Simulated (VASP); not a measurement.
# Ba (Fm-3m) in VASP: a series of runs

Aim: see how the results for Ba move with the level of theory and the settings. Levels: RPBE, revTPSS, PBE. Tasks: single point.

Program: VASP 6.6.1. These are calculated values, not measurements. Logs are shortened: lines on timing, memory, paths and dates and some standing lists are left out, and cuts for length are marked.

### 1 The crystal as given

Symmetry: Fm-3m, No. 225, cubic system. Conventional cell: a = 6.465 Å, b = 6.465 Å, c = 6.465 Å, α = 90.00°, β = 90.00°, γ = 90.00°.

This isn't the form of Ba at room conditions, which is bcc.

### 2 Single point, RPBE

The input, run.py:

```python
from ase import Atoms
from ase.calculators.vasp import Vasp
from ase.dft.bandgap import bandgap

atoms = Atoms(
    ['Ba'],
    cell=[[0.0, 3.2326650028, 3.2326650028], [3.2326650028, 0.0, 3.2326650028], [3.2326650028, 3.2326650028, 0.0]],
    scaled_positions=[[0.0, 0.0, 0.0]],
    pbc=True,
)
calc = Vasp(
    directory='calc',
    xc='rpbe',
    pp='PBE',
    setups='minimal',
    prec='Accurate',
    encut=500,
    ediff=1e-06,
    ismear=0,
    sigma=0.1,
    lreal=False,
    lasph=True,
    nelm=60,
    algo='Fast',
    isif=2,
    lwave=False,
    lcharg=False,
    kpts=[7, 7, 7],
    gamma=True,
    nbands=11,
)
atoms.calc = calc

print('energy (eV):', atoms.get_potential_energy())
print('free energy (eV):', atoms.get_potential_energy(force_consistent=True))
print('forces (eV/A):')
print(atoms.get_forces())
print('stress (eV/A^3, Voigt):', atoms.get_stress())
print('Fermi level (eV):', calc.get_fermi_level())
gap, top, bottom = bandgap(calc)
print('band gap (eV):', gap, 'from (spin, k, band)', top, 'to', bottom)
```

Potentials or basis: VASP PAW PBE potentials, release 64 (Ba_sv).

Command:

```sh
$ python run.py
```

Output:

```text
energy (eV): -1.6722042
free energy (eV): -1.67565565
forces (eV/A):
[[0. 0. 0.]]
stress (eV/A^3, Voigt): [-0.00205044 -0.00205044 -0.00205044 -0.         -0.         -0.        ]
Fermi level (eV): 1.5620267
band gap (eV): 0.0 from (spin, k, band) (None, None, None) to (None, None, None)
```

OUTCAR:

```text
ENCUT = 500.000000
   EDIFF = 1.00e-06
   GGA = RP
   PREC = Accurate
   ISIF = 2
   ISMEAR = 0
   NELM = 60
   LASPH = .TRUE.
   LREAL = .FALSE.

 ion  position               nearest neighbor table
   1  0.000  0.000  0.000-

  LATTYP: Found a face centered cubic cell.
 ALAT       =     6.4653300056

  Lattice vectors:

 A1 = (   0.0000000000,   3.2326650028,   3.2326650028)
 A2 = (   3.2326650028,   0.0000000000,   3.2326650028)
 A3 = (   3.2326650028,   3.2326650028,   0.0000000000)

Analysis of symmetry for initial positions (statically):
=====================================================================
 Subroutine PRICEL returns:
 Original cell was already a primitive cell.

 Routine SETGRP: Setting up the symmetry group for a
 face centered cubic supercell.

 Subroutine GETGRP returns: Found 48 space group operations
 (whereof 48 operations were pure point group operations)
 out of a pool of 48 trial point group operations.

The static configuration has the point symmetry O_h .

Analysis of symmetry for dynamics (positions and initial velocities):
=====================================================================
 Subroutine PRICEL returns:
 Original cell was already a primitive cell.

 Routine SETGRP: Setting up the symmetry group for a
 face centered cubic supercell.

 Subroutine GETGRP returns: Found 48 space group operations
 (whereof 48 operations were pure point group operations)
 out of a pool of 48 trial point group operations.

The dynamic configuration has the point symmetry O_h .

 Subroutine INISYM returns: Found 48 space group operations
 (whereof 48 operations are pure point group operations),
 and found     1 'primitive' translations

----------------------------------------------------------------------------------------

                                     Primitive cell

  volume of cell :      67.5635

  direct lattice vectors                    reciprocal lattice vectors
     0.000000000  3.232665003  3.232665003    -0.154671146  0.154671146  0.154671146
     3.232665003  0.000000000  3.232665003     0.154671146 -0.154671146  0.154671146
     3.232665003  3.232665003  0.000000000     0.154671146  0.154671146 -0.154671146

  length of vectors
     4.571678690  4.571678690  4.571678690     0.267898283  0.267898283  0.267898283

  position of ions in fractional coordinates (direct lattice)
     0.000000000  0.000000000  0.000000000

  ion indices of the primitive-cell ions
   primitive index   ion index
                 1           1

----------------------------------------------------------------------------------------

 KPOINTS: KPOINTS created by Atomic Simulation Env

Automatic generation of k-mesh.
 Grid dimensions read from file:
 generate k-points for:    7    7    7

 Generating k-lattice:

  Cartesian coordinates                     Fractional coordinates (reciprocal lattice)
    -0.022095878  0.022095878  0.022095878     0.142857143  0.000000000  0.000000000
     0.022095878 -0.022095878  0.022095878     0.000000000  0.142857143  0.000000000
     0.022095878  0.022095878 -0.022095878     0.000000000  0.000000000  0.142857143

  Length of vectors
     0.038271183  0.038271183  0.038271183

  Shift w.r.t. Gamma in fractional coordinates (k-lattice)
     0.000000000  0.000000000  0.000000000

 Subroutine IBZKPT returns following result:
 ===========================================

 Found     20 irreducible k-points:

 Following reciprocal coordinates:
            Coordinates               Weight
  0.000000  0.000000  0.000000      1.000000
  0.142857  0.000000  0.000000      8.000000
  0.285714  0.000000  0.000000      8.000000
  0.428571  0.000000  0.000000      8.000000
  0.142857  0.142857  0.000000      6.000000
  0.285714  0.142857  0.000000     24.000000
[... 12 lines left out ...]
 -0.428571  0.428571  0.142857     24.000000
 -0.285714  0.428571  0.142857     24.000000
   k-points           NKPTS =     20   k-points in BZ     NKDIM =     20   number of bands    NBANDS=     11
   number of dos      NEDOS =    301   number of ions     NIONS =      1
   total plane-waves  NPLWV =  46656
   dimension x,y,z NGX =    36 NGY =   36 NGZ =   36
   dimension x,y,z NGXF=    72 NGYF=   72 NGZF=   72
   ions per type =               1
   NGX,Y,Z   is equivalent  to a cutoff of  13.09, 13.09, 13.09 a.u.
   NGXF,Y,Z  is equivalent  to a cutoff of  26.18, 26.18, 26.18 a.u.
 SYSTEM =  unknown system
   PREC   = accura    normal or accurate (medium, high low for compatibility)
   ISTART =      0    job   : 0-new  1-cont  2-samecut
   ICHARG =      2    charge: 1-file 2-atom 10-const
   ISPIN  =      1    spin polarized calculation?
   LNONCOLLINEAR =      F non collinear calculations
   LSORBIT =      F    spin-orbit coupling
   LASPH  =      T    aspherical Exc in radial PAW
   ENCUT  =  500.0 eV  36.75 Ry    6.06 a.u.   8.34  8.34  8.34*2*pi/ulx,y,z
   NELM   =     60;   NELMIN=  2; NELMDL= -5     # of ELM steps
   EDIFF  = 0.1E-05   stopping-criterion for ELM
   LREAL  =      F    real-space projection
   EDIFFG = 0.1E-04   stopping-criterion for IOM
   NSW    =      0    number of steps for IOM
   IBRION =     -1    ionic relax: 0-MD 1-quasi-New 2-CG
   NFREE  =      0    steps in history (QN), initial steepest desc. (CG)
   ISIF   =      2    stress and relaxation
   ISYM   =      2    0-nonsym 1-usesym 2-fastsym
   POTIM  = 0.5000    time-step for ionic-motion
   TEBEG  =    0.0;   TEEND  =   0.0 temperature during run
   PSTRESS=    0.0 pullay stress
   NELECT =      10.0000    total number of electrons
   NUPDOWN=      -1.0000    fix difference up-down
   EMIN   =  10.00;   EMAX   =-10.00  energy-range for DOS
   EFERMI =   0.00;   METHOD = LEGACY
   ISMEAR =     0;   SIGMA  =   0.10  broadening in eV -4-tet -1-fermi 0-gaus
   EFERMI_NEDOS =   21; number of points for ismear=-14 and -15
   IALGO  =     68    algorithm
   IMIX   =      4    mixing-type and parameters
     AMIX     =   0.40;   BMIX     =  1.00
     AMIX_MAG =   1.60;   BMIX_MAG =  1.00
  volume/ion in A,a.u.               =      67.56       455.94
  Fermi-wavevector in a.u.,A,eV,Ry     =   0.865973  1.636451 10.203124  0.749908
  Thomas-Fermi vector in A             =   1.984294
   LORBIT       =      0    0 simple, 1 ext, 2 COOP (PROOUT), +10 PAW based schemes
   GGA     = RP    functional components
   LHFCALC =     F    Hartree Fock is set to
   AEXX    =    0.0000 exact exchange contribution
   IVDW    =     0    specifies the selected vdW correction
   LEPSILON=     F    determine dielectric tensor
   LRPA    =     F    only Hartree local field effects (RPA)
 non-spin polarized calculation
 RMM-DIIS sequential band-by-band and
 Gauss-broadening in eV      SIGMA  =   0.10
  energy-cutoff  :      500.00
  volume of cell :       67.56
 maximum number of plane-waves:      1735
 NGX is ok and might be reduce to    36
   NGX = 17   NGY = 17   NGZ = 17

 number of electron      10.0000000 magnetization

 Free energy of the ion-electron system (eV)
  ---------------------------------------------------
  ext. energy  EPLUGINS =         0.00000000
  ---------------------------------------------------
  free energy    TOTEN  =        -1.67565565 eV

  energy without entropy =       -1.66875275  energy(sigma->0) =       -1.67220420

 E-fermi :   1.5620     XC(G=0):  -7.0809

 val. band max:        1.5349488494   @ k =  -0.2857   0.4286   0.1429
 cond. band min:       1.5867349772   @ k =  -0.4286   0.4286   0.0000
 fundamental gap:      0.0517861278
 Fermi energy:         1.5620267022

 k-point     1 :       0.0000    0.0000    0.0000
  band No.  band energies     occupation
      1     -27.5044      2.00000
      2     -12.5048      2.00000
      3     -12.5048      2.00000
      4     -12.5048      2.00000
      5      -1.1714      2.00000
      6       3.2897      0.00000
      7       3.2897      0.00000
      8       3.2897      0.00000
      9       4.7238      0.00000
     10       4.7238      0.00000
     11       7.3808      0.00000
[... 253 lines left out ...]
 k-point    20 :      -0.2857    0.4286    0.1429
  band No.  band energies     occupation
      1     -27.4668      2.00000
      2     -12.7532      2.00000
      3     -12.7318      2.00000
      4     -12.6201      2.00000
      5       1.5349      1.29823
      6       1.9090      0.00000
      7       2.4098      0.00000
      8       3.9009      0.00000
      9       5.7315      0.00000
     10       6.1009      0.00000
     11       7.3661      0.00000

------------------------ aborting loop because EDIFF is reached ----------------------------------------

  FORCE on cell =-STRESS in cart. coord.  units (eV):
  Direction    XX          YY          ZZ          XY          YZ          ZX
  --------------------------------------------------------------------------------------
  -------------------------------------------------------------------------------------
  Total        0.1385351      0.1385351      0.1385351      0.0000000      0.0000000      0.0000000
  in kB        3.2851727      3.2851727      3.2851727      0.0000000      0.0000000      0.0000000
  external PRESSURE =       3.2851727 kB  Pullay stress =       0.0000000 kB

 VOLUME and BASIS-vectors are now :
 -----------------------------------------------------------------------------
  energy-cutoff  :      500.00
  volume of cell :       67.56
      direct lattice vectors                 reciprocal lattice vectors
     0.000000000  3.232665003  3.232665003    -0.154671146  0.154671146  0.154671146
     3.232665003  0.000000000  3.232665003     0.154671146 -0.154671146  0.154671146
     3.232665003  3.232665003  0.000000000     0.154671146  0.154671146 -0.154671146

 POSITION                                       TOTAL-FORCE (eV/Angst)
 -----------------------------------------------------------------------------------
      0.00000      0.00000      0.00000         0.000000      0.000000      0.000000
 -----------------------------------------------------------------------------------
    total drift:                               -0.000000      0.000000      0.000000

  FREE ENERGIE OF THE ION-ELECTRON SYSTEM (eV)
  ---------------------------------------------------
  free  energy   TOTEN  =        -1.6756556512 eV

  energy  without entropy=       -1.6687527500  energy(sigma->0) =       -1.67220420
```

INCAR:

```text
ENCUT = 500.000000
SIGMA = 0.100000
EDIFF = 1.00e-06
ALGO = Fast
GGA = RP
PREC = Accurate
ISIF = 2
ISMEAR = 0
NBANDS = 11
NELM = 60
LASPH = .TRUE.
LCHARG = .FALSE.
LWAVE = .FALSE.
LREAL = .FALSE.
```

Wall time 21 s (1 thread of Intel Xeon Platinum 8559C (Emerald Rapids), shared host); peak memory 0.2 GiB.

What came out:

| Item | Value |
| --- | --- |
| Free energy | -1.6757 eV |
| Pressure | 0.3 GPa |
| Band gap on the k mesh | none (metal or under the smearing width) |

Caveat: the PAW data sets were made with another functional, which shifts forces and pressure a little. The run has no spin-orbit coupling, so splittings on Ba are missing.

### 3 Single point, revTPSS

The input, run.py:

```python
from ase.calculators.vasp import Vasp
from ase.dft.bandgap import bandgap
from ase.io import read

atoms = read('Ba.xyz')
calc = Vasp(
    directory='calc',
    xc='revtpss',
    pp='PBE',
    setups='gw',
    prec='Accurate',
    encut=600,
    ediff=1e-06,
    ismear=1,
    sigma=0.2,
    lreal=False,
    lasph=True,
    nelm=100,
    algo='Normal',
    isif=2,
    lwave=False,
    lcharg=True,
    lmixtau=True,
    lelf=True,
    lvhar=True,
    kpts=[7, 7, 7],
    gamma=True,
    nbands=11,
)
atoms.calc = calc

print('energy (eV):', atoms.get_potential_energy())
print('free energy (eV):', atoms.get_potential_energy(force_consistent=True))
print('forces (eV/A):')
print(atoms.get_forces())
print('stress (eV/A^3, Voigt):', atoms.get_stress())
print('Fermi level (eV):', calc.get_fermi_level())
gap, top, bottom = bandgap(calc)
print('band gap (eV):', gap, 'from (spin, k, band)', top, 'to', bottom)
```

The input, Ba.xyz:

```xyz
1
Lattice="0.0000000000 3.2326650028 3.2326650028 3.2326650028 0.0000000000 3.2326650028 3.2326650028 3.2326650028 0.0000000000" Properties=species:S:1:pos:R:3 pbc="T T T"
Ba     0.0000000000      0.0000000000      0.0000000000
```

Potentials or basis: VASP PAW PBE potentials, release 64 (Ba_sv_GW).

Command:

```sh
$ python run.py
```

Run time: 3.3 min. Hardware: 1 thread of Intel Xeon Platinum 8559C (Emerald Rapids), shared host; peak memory 0.25 GiB.

The run converged. Its results:

- Free energy: 19.0844 eV
- Pressure: -0.5 GPa
- Band gap on the k mesh: none (metal or under the smearing width)

Levels at points of the mesh, in eV from the Fermi level:
| k point | band 1 | band 2 | band 3 | band 4 | band 5 | band 6 | band 7 | band 8 | band 9 | band 10 |
| --- | --- | --- | --- | --- | --- | --- | --- | --- | --- | --- |
| (0.00, 0.00, 0.00) | -29.36 | -14.26 | -14.26 | -14.26 | -2.71 | 1.75 | 1.75 | 1.75 | 3.24 | 3.24 |

Caveat: the PAW data sets were made with another functional, which shifts forces and pressure a little.

### 4 Single point, PBE

The input, INCAR:

```
SYSTEM = Ba
PREC = Accurate
ENCUT = 520
EDIFF = 1E-6
ISMEAR = 0
SIGMA = 0.05
LREAL = .FALSE.
LASPH = .TRUE.
NELM = 80
ALGO = Normal
ISIF = 2
LWAVE = .FALSE.
LCHARG = .FALSE.
GGA = PE
```

The input, KPOINTS:

```
regular mesh
0
G
  7 7 7
  0 0 0
```

The input, POSCAR:

```
Ba
1.0
    0.0000000000      3.2326650028      3.2326650028
    3.2326650028      0.0000000000      3.2326650028
    3.2326650028      3.2326650028      0.0000000000
Ba
1
Direct
    0.0000000000      0.0000000000      0.0000000000
```

Potentials or basis: VASP PAW PBE potentials, release 64 (Ba_sv).

Command:

```sh
$ cat potpaw_PBE.64/Ba_sv/POTCAR > POTCAR
$ mpirun -np 1 vasp_std > vasp.out
```

Run time: 16 s. Hardware: 1 thread of Intel Xeon Platinum 8488C (Sapphire Rapids), shared host; peak memory 0.19 GiB.

Results (log left out):

```yaml
Free_energy: -1.8902 eV
Pressure: -0.3 GPa
Band_gap_on_the_k_mesh: none (metal or under the smearing width)
```

Levels at points of the mesh, in eV from the Fermi level:
```csv
k point,band 1,band 2,band 3,band 4,band 5,band 6,band 7,band 8,band 9
"(0.00, 0.00, 0.00)",-29.02,-14.01,-14.01,-14.01,-2.74,1.71,1.71,1.71,3.15
```

### 5 The runs side by side

```csv
level,potentials or basis,cutoff (eV),smearing,gap on the mesh (eV),pressure (GPa)
RPBE,"VASP PAW PBE potentials, release 64 (Ba_sv)",500,gaussian 0.1 eV,none,0.3
revTPSS,"VASP PAW PBE potentials, release 64 (Ba_sv_GW)",600,methfessel-paxton 0.2 eV,none,-0.5
PBE,"VASP PAW PBE potentials, release 64 (Ba_sv)",520,gaussian 0.05 eV,none,-0.3
```

Alike in all rows: task single point; no spin polarisation; cell as given; k mesh 7 × 7 × 7.

Caveats: the PAW data sets were made with another functional, which shifts forces and pressure a little (some runs).

Absolute energies hang on the potentials; compare differences alone.
